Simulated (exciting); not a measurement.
# Fe (Fmmm) in exciting: band structure with PW91+TS

Aim: the band structure of Fe with PW91+TS.

Program: exciting (release sodium). These are calculated values, not measurements. Logs are shortened: lines on timing, memory, paths and dates and some standing lists are left out, and cuts for length are marked.

## Step 1: The undisturbed crystal

Symmetry: Fmmm, No. 69, orthorhombic system. The conventional cell has a = 2.997 Å, b = 3.883 Å, c = 3.930 Å, α = 90.00°, β = 90.00°, γ = 90.00°. Fe (site symmetry mmm) has 12 Fe at 2.45 to 2.76 Å as nearest neighbours.

## Step 2: Band structure, PW91+TS, collinear spin, ferromagnetic start (volume scaled by 0.8)

Input file input.xml:

```xml
<input>
  <title>Fe</title>
  <structure speciespath="./" tshift="false">
    <crystal scale="1">
      <basevect>0.000000000000 3.406328571905 3.447317832314</basevect>
      <basevect>2.628662339269 0.000000000000 3.447317832314</basevect>
      <basevect>2.628662339269 3.406328571905 0.000000000000</basevect>
    </crystal>
    <species speciesfile="Fe.xml" rmt="2">
      <atom coord="0.000000000000 0.000000000000 0.000000000000" bfcmt="0 0 -8"/>
    </species>
  </structure>
  <groundstate do="fromscratch" ngridk="11 11 11" rgkmax="8" gmaxvr="14" lmaxapw="10" lmaxmat="10" lmaxvr="8" stype="Gaussian" swidth="0.00183747" nempty="20" ValenceRelativity="iora*" epsengy="1e-05" epspot="1e-05" maxscl="90" outputlevel="normal">
    <libxc exchange="XC_GGA_X_PW91" correlation="XC_GGA_C_PW91"/>
    <spin reducebf="0.5"/>
  </groundstate>
  <properties>
    <bandstructure>
      <plot1d>
        <path steps="120">
          <point coord="0 0 0" label="G"/>
          <point coord="0.5 0 0.5" label="Y"/>
          <point coord="0.5 0.246480624 0.746480624" label="C"/>
          <point coord="0.0742892415 0.5 0.5742892415" label="D"/>
          <point coord="0 0.5 0.5" label="X"/>
          <point coord="0 0 0" label="G"/>
          <point coord="0.5 0.5 0" label="Z"/>
          <point coord="0.9257107585 0.5 0.4257107585" label="D1"/>
          <point coord="0.923912117 0.423912117 0.5" label="H"/>
          <point coord="0.5 0.246480624 0.746480624" label="C" breakafter="true"/>
          <point coord="0.5 0.753519376 0.253519376" label="C1"/>
          <point coord="0.5 0.5 0" label="Z" breakafter="true"/>
          <point coord="0 0.5 0.5" label="X"/>
          <point coord="0.076087883 0.576087883 0.5" label="H1" breakafter="true"/>
          <point coord="0.923912117 0.423912117 0.5" label="H"/>
          <point coord="0.5 0 0.5" label="Y" breakafter="true"/>
          <point coord="0.5 0.5 0.5" label="L"/>
          <point coord="0 0 0" label="G"/>
        </path>
      </plot1d>
    </bandstructure>
    <dos nwdos="300" winddos="-0.6 0.5" inttype="tetra" ngrdos="100" nsmdos="2" lmirep="true"/>
    <TSvdW/>
  </properties>
</input>
```

Potentials or basis: all-electron LAPW+lo, shipped species files, valence relativity iora*.

Command:

```console
> OMP_NUM_THREADS=1 exciting_smp
```

INFO.OUT:

```text
================================================================================
EXCITING SODIUM started
[... 10 lines left out ...]

 Lattice vectors (cartesian) :
      0.0000000000      3.4063285719      3.4473178323
      2.6286623393      0.0000000000      3.4473178323
      2.6286623393      3.4063285719      0.0000000000

 Reciprocal lattice vectors (cartesian) :
     -1.1951297839      0.9222811562      0.9113150590
      1.1951297839     -0.9222811562      0.9113150590
      1.1951297839      0.9222811562     -0.9113150590

 Unit cell volume                           :      61.7351719328
 Brillouin zone volume                      :       4.0179723434

 Species :    1 (Fe)
     parameters loaded from                 :    Fe.xml
     name                                   :    iron
     nuclear charge                         :     -26.00000000
     electronic charge                      :      26.00000000
     atomic mass                            :  101799.20740000
     muffin-tin radius                      :       2.00000000
     # of radial points in muffin-tin       :     350

     atomic positions (lattice) :
       1 :   0.00000000  0.00000000  0.00000000

     magnetic fields (cartesian) :
       1 :   0.00000000  0.00000000 -8.00000000

 Total number of atoms per unit cell        :       1

 Spin treatment                             :    spin-polarised
 Global magnetic field (cartesian) :        0.00000000   0.00000000   0.00000000
 collinear magnetisation in z-direction

 Number of Bravais lattice symmetries       :       8
 Number of crystal symmetries               :       8

 k-point grid                               :      11   11   11
 Total number of k-points                   :     216
 k-point set is reduced with crystal symmetries

 R^MT_min * |G+k|_max (rgkmax)              :       8.00000000
 Species with R^MT_min                      :       1 (Fe)
 Maximum |G+k| for APW functions            :       4.00000000
 Maximum |G| for potential and density      :      14.00000000

 G-vector grid sizes                        :      24    20    20
 Total number of G-vectors                  :    2859

 Maximum angular momentum used for
     APW functions                          :      10
     computing H and O matrix elements      :      10
     potential and density                  :       8
     inner part of muffin-tin               :       2

 Total nuclear charge                       :     -26.00000000
 Total electronic charge                    :      26.00000000
 Total core charge                          :      10.00000000
 Total valence charge                       :      16.00000000

 Number of empty states                     :      20
 Total number of valence states             :      58

 Maximum Hamiltonian size                   :      85
 Maximum number of plane-waves              :      72
 Total number of local-orbitals             :      13

 Exchange-correlation type                  :     100
     libxc; exchange: Perdew & Wang 91; correlation: Perdew & Wang 91 (see libxc for references)

 Smearing scheme                            :    Gaussian
 Smearing width                             :       0.00183747

[... 17 lines left out ...]
+ SCF iteration number :    1                                                  +
++++++++++++++++++++++++++++++++++++++++++++++++++++++++++++++++++++++++++++++++
 Total energy                               :     -1269.63947541
 _______________________________________________________________
 Fermi energy                               :         0.54285038
 Kinetic energy                             :      1292.56210648
 Coulomb energy                             :     -2505.98450952
 Exchange energy                            :       -54.89010947
 Correlation energy                         :        -1.32696291
 No external B-field energy in total energy

 DOS at Fermi energy (states/Ha/cell)       :        48.03021966

 Electron charges :
     core                                   :        10.00000000
     core leakage                           :         0.00000000
     valence                                :        16.00000000
     interstitial                           :         1.71473544
     charge in muffin-tin spheres :
                  atom     1    Fe          :        24.28526456
     total charge in muffin-tins            :        24.28526456
     total charge                           :        26.00000000

 Moments :
     interstitial                           :         0.03058536
     moment in muffin-tin spheres :
                  atom     1    Fe          :         1.50663539
     total moment in muffin-tins            :         1.50663539
     total moment                           :         1.53722075

++++++++++++++++++++++++++++++++++++++++++++++++++++++++++++++++++++++++++++++++
+ SCF iteration number :    2                                                  +
++++++++++++++++++++++++++++++++++++++++++++++++++++++++++++++++++++++++++++++++
 Total energy                               :     -1272.32636064
 _______________________________________________________________
 Fermi energy                               :         0.51929010
 Kinetic energy                             :      1291.34865317
 Coulomb energy                             :     -2507.34107362
 Exchange energy                            :       -55.00652585
 Correlation energy                         :        -1.32741434
 No external B-field energy in total energy

 DOS at Fermi energy (states/Ha/cell)       :        52.10803349

 Electron charges :
     core                                   :        10.00000000
     core leakage                           :         0.00000000
     valence                                :        16.00000000
     interstitial                           :         1.64953917
     charge in muffin-tin spheres :
                  atom     1    Fe          :        24.35046083
     total charge in muffin-tins            :        24.35046083
     total charge                           :        26.00000000

 Moments :
     interstitial                           :         0.01882978
     moment in muffin-tin spheres :
                  atom     1    Fe          :         1.24288460
     total moment in muffin-tins            :         1.24288460
     total moment                           :         1.26171438

 RMS change in effective potential (target) :  0.325747      ( 0.100000E-04)
 Absolute change in total energy   (target) :   2.68689      ( 0.100000E-04)
 Charge distance                   (target) :  0.816707E-02  ( 0.100000E-04)

++++++++++++++++++++++++++++++++++++++++++++++++++++++++++++++++++++++++++++++++
+ SCF iteration number :    3                                                  +
++++++++++++++++++++++++++++++++++++++++++++++++++++++++++++++++++++++++++++++++
 Total energy                               :     -1272.87080676
 _______________________________________________________________
 Fermi energy                               :         0.51115141
 Kinetic energy                             :      1291.04054194
 Coulomb energy                             :     -2507.55734611
 Exchange energy                            :       -55.02636037
 Correlation energy                         :        -1.32764221
 No external B-field energy in total energy
[... 538 lines left out ...]
 Moments :
     interstitial                           :        -0.00539111
     moment in muffin-tin spheres :
                  atom     1    Fe          :         1.68893956
     total moment in muffin-tins            :         1.68893956
     total moment                           :         1.68354844

 RMS change in effective potential (target) :  0.460550E-07  ( 0.100000E-04)
 Absolute change in total energy   (target) :  0.962945E-05  ( 0.100000E-04)
 Charge distance                   (target) :  0.864150E-07  ( 0.100000E-04)

++++++++++++++++++++++++++++++++++++++++++++++++++++++++++++++++++++++++++++++++
+ SCF iteration number :   19                                                  +
++++++++++++++++++++++++++++++++++++++++++++++++++++++++++++++++++++++++++++++++
 Total energy                               :     -1273.12921637
 _______________________________________________________________
 Fermi energy                               :         0.50145419
 Kinetic energy                             :      1290.74135339
 Coulomb energy                             :     -2507.49250083
 Exchange energy                            :       -55.05227064
 Correlation energy                         :        -1.32579829
 No external B-field energy in total energy

 DOS at Fermi energy (states/Ha/cell)       :        27.26088161

 Electron charges :
     core                                   :        10.00000000
     core leakage                           :         0.00000000
     valence                                :        16.00000000
     interstitial                           :         1.63436065
     charge in muffin-tin spheres :
                  atom     1    Fe          :        24.36563935
     total charge in muffin-tins            :        24.36563935
     total charge                           :        26.00000000

 Moments :
     interstitial                           :        -0.00539132
     moment in muffin-tin spheres :
                  atom     1    Fe          :         1.68894109
     total moment in muffin-tins            :         1.68894109
     total moment                           :         1.68354976

 RMS change in effective potential (target) :  0.684885E-07  ( 0.100000E-04)
 Absolute change in total energy   (target) :  0.804420E-05  ( 0.100000E-04)
 Charge distance                   (target) :  0.275719E-07  ( 0.100000E-04)

++++++++++++++++++++++++++++++++++++++++++++++++++++++++++++++++++++++++++++++++
| Convergency criteria checked for the last 2 iterations                       +
| Convergence targets achieved. Performing final SCF iteration                 +
++++++++++++++++++++++++++++++++++++++++++++++++++++++++++++++++++++++++++++++++
 Total energy                               :     -1273.12921839
 _______________________________________________________________
 Fermi energy                               :         0.50145418
 Kinetic energy                             :      1290.74135252
 Coulomb energy                             :     -2507.49250201
 Exchange energy                            :       -55.05227059
 Correlation energy                         :        -1.32579830
 No external B-field energy in total energy

 DOS at Fermi energy (states/Ha/cell)       :        27.26120825

 Electron charges :
     core                                   :        10.00000000
     core leakage                           :         0.00000000
     valence                                :        16.00000000
     interstitial                           :         1.63436061
     charge in muffin-tin spheres :
                  atom     1    Fe          :        24.36563939
     total charge in muffin-tins            :        24.36563939
     total charge                           :        26.00000000

 Moments :
     interstitial                           :        -0.00539123
     moment in muffin-tin spheres :
                  atom     1    Fe          :         1.68893764
     total moment in muffin-tins            :         1.68893764
     total moment                           :         1.68354641

++++++++++++++++++++++++++++++++++++++++++++++++++++++++++++++++++++++++++++++++
[... 12 lines left out ...]
| EXCITING SODIUM stopped                                                      =
================================================================================
```

It took 5.6 min on 1 thread of Arm Neoverse N1, shared host; peak memory 0.13 GiB.

What came out:

```
Band gap on the k mesh                            : none (metal or under the smearing width)
Net moment                                        : 1.68 μB per cell
Site moments                                      : Fe +1.69 μB
All electrons inside the program's atomic spheres : Fe 24.37 (radii Fe 2.0 bohr)
Dispersion energy per atom                        : -1.001 eV
```

Levels at the corners of the path, in eV from the Fermi level:
Spin up:
```tsv
point	band 6	band 7	band 8	band 9	band 10	band 11	band 12	band 13
Γ	-3.01	-2.88	-2.37	-1.42	-0.87	24.93	26.72	27.07
Y	-4.79	-0.60	-0.54	1.12	1.13	10.48	18.54	21.48
C	-4.03	-3.89	-0.96	-0.48	10.22	10.29	10.84	13.56
D	-6.11	0.20	0.25	0.64	9.81	11.74	12.18	17.89
X	-6.26	0.46	0.62	0.76	9.13	12.56	12.63	17.67
Γ	-3.01	-2.88	-2.37	-1.42	-0.87	24.93	26.72	27.07
Z	-4.82	-0.55	-0.46	0.85	1.04	10.18	18.82	21.70
D1	-6.11	0.20	0.25	0.64	9.81	11.74	12.18	17.89
H	-6.10	0.11	0.19	0.78	9.82	11.78	12.16	17.88
C	-4.03	-3.89	-0.96	-0.48	10.22	10.29	10.84	13.56
C1	-4.03	-3.89	-0.96	-0.48	10.22	10.29	10.84	13.56
Z	-4.82	-0.55	-0.46	0.85	1.04	10.18	18.82	21.70
X	-6.26	0.46	0.62	0.76	9.13	12.56	12.63	17.67
H1	-6.10	0.11	0.19	0.78	9.82	11.78	12.16	17.88
H	-6.10	0.11	0.19	0.78	9.82	11.78	12.16	17.88
Y	-4.79	-0.60	-0.54	1.12	1.13	10.48	18.54	21.48
L	-4.05	-1.48	-0.62	0.16	0.93	9.38	20.20	24.53
Γ	-3.01	-2.88	-2.37	-1.42	-0.87	24.93	26.72	27.07
```
Spin down:
```
point  band 3  band 4  band 5  band 6  band 7  band 8  band 9  band 10  band 11  band 12
    Γ  -51.92  -51.90   -9.63   -1.75   -1.58   -0.93    0.75     1.54    24.88    26.73
    Y  -52.27  -51.97   -5.35   -3.67    1.39    1.54    1.74     2.62    11.56    18.80
    C  -52.37  -52.34   -3.32   -3.04   -2.91    1.45    1.81    10.93    11.00    11.60
    D  -52.49  -52.48   -4.87   -4.64    1.65    1.78    2.14    10.21    12.22    12.64
    X  -52.51  -52.47   -5.04   -4.79    2.08    2.12    2.23     9.47    12.90    12.98
    Γ  -51.92  -51.90   -9.63   -1.75   -1.58   -0.93    0.75     1.54    24.88    26.73
    Z  -52.23  -51.96   -5.35   -3.72    1.11    1.62    1.82     2.55    11.26    19.09
   D1  -52.49  -52.48   -4.87   -4.64    1.65    1.78    2.14    10.21    12.22    12.64
    H  -52.53  -52.45   -4.87   -4.63    1.53    1.76    2.25    10.22    12.27    12.62
    C  -52.37  -52.34   -3.32   -3.04   -2.91    1.45    1.81    10.93    11.00    11.60
   C1  -52.37  -52.34   -3.32   -3.04   -2.91    1.45    1.81    10.93    11.00    11.60
    Z  -52.23  -51.96   -5.35   -3.72    1.11    1.62    1.82     2.55    11.26    19.09
    X  -52.51  -52.47   -5.04   -4.79    2.08    2.12    2.23     9.47    12.90    12.98
   H1  -52.53  -52.45   -4.87   -4.63    1.53    1.76    2.25    10.22    12.27    12.62
    H  -52.53  -52.45   -4.87   -4.63    1.53    1.76    2.25    10.22    12.27    12.62
    Y  -52.27  -51.97   -5.35   -3.67    1.39    1.54    1.74     2.62    11.56    18.80
    L  -52.18  -51.92   -5.30   -2.81    0.40    0.60    1.63     2.49    10.45    20.33
    Γ  -51.92  -51.90   -9.63   -1.75   -1.58   -0.93    0.75     1.54    24.88    26.73
```

States per cell in windows of 0.5 eV (zero at the Fermi level; states under -8 eV left out):
```
from (eV)    up  down  Fe1 d  Fe1 d down  Fe1 p  Fe1 p down  Fe1 s down  Fe1 s
     -8.0  0.03  0.02   0.00        0.00   0.00        0.00        0.01   0.01
     -7.5  0.03  0.03   0.00        0.00   0.00        0.00        0.01   0.01
     -7.0  0.05  0.03   0.01        0.00   0.00        0.00        0.01   0.01
     -6.5  0.18  0.04   0.09        0.00   0.01        0.00        0.01   0.02
     -6.0  0.31  0.06   0.18        0.01   0.01        0.01        0.01   0.02
     -5.5  0.33  0.14   0.21        0.06   0.01        0.01        0.02   0.02
     -5.0  0.24  0.21   0.18        0.11   0.01        0.01        0.02   0.00
     -4.5  0.42  0.29   0.33        0.17   0.01        0.01        0.02   0.00
     -4.0  0.38  0.24   0.30        0.16   0.01        0.01        0.01   0.00
     -3.5  0.49  0.31   0.37        0.23   0.02        0.01        0.00   0.01
     -3.0  0.27  0.42   0.21        0.32   0.01        0.02        0.00   0.00
     -2.5  0.18  0.44   0.14        0.32   0.01        0.02        0.00   0.00
     -2.0  0.37  0.41   0.32        0.30   0.01        0.02        0.00   0.00
     -1.5  0.63  0.16   0.58        0.11   0.01        0.01        0.00   0.00
     -1.0  0.58  0.13   0.54        0.10   0.00        0.01        0.00   0.00
     -0.5  0.37  0.20   0.34        0.17   0.01        0.01        0.00   0.00
      0.0  0.28  0.37   0.25        0.33   0.01        0.00        0.00   0.00
      0.5  0.14  0.42   0.13        0.39   0.00        0.00        0.00   0.00
      1.0  0.07  0.54   0.05        0.51   0.01        0.00        0.00   0.00
      1.5  0.06  0.60   0.04        0.57   0.01        0.00        0.00   0.00
      2.0  0.06  0.19   0.03        0.18   0.01        0.00        0.00   0.00
      2.5  0.06  0.08   0.03        0.06   0.01        0.01        0.00   0.00
      3.0  0.06  0.07   0.03        0.05   0.01        0.01        0.00   0.00
      3.5  0.05  0.07   0.02        0.04   0.01        0.01        0.00   0.00
      4.0  0.05  0.06   0.02        0.04   0.01        0.01        0.00   0.00
      4.5  0.05  0.06   0.02        0.03   0.01        0.01        0.00   0.00
      5.0  0.04  0.06   0.02        0.03   0.01        0.01        0.00   0.00
      5.5  0.04  0.05   0.02        0.03   0.01        0.01        0.00   0.00
      6.0  0.04  0.05   0.01        0.02   0.01        0.01        0.00   0.00
      6.5  0.03  0.04   0.01        0.02   0.01        0.01        0.00   0.00
      7.0  0.03  0.04   0.01        0.02   0.01        0.01        0.00   0.00
      7.5  0.02  0.04   0.01        0.01   0.01        0.01        0.00   0.00
```

Caveat: the dispersion energy is computed afterwards and isn't part of the total energy.
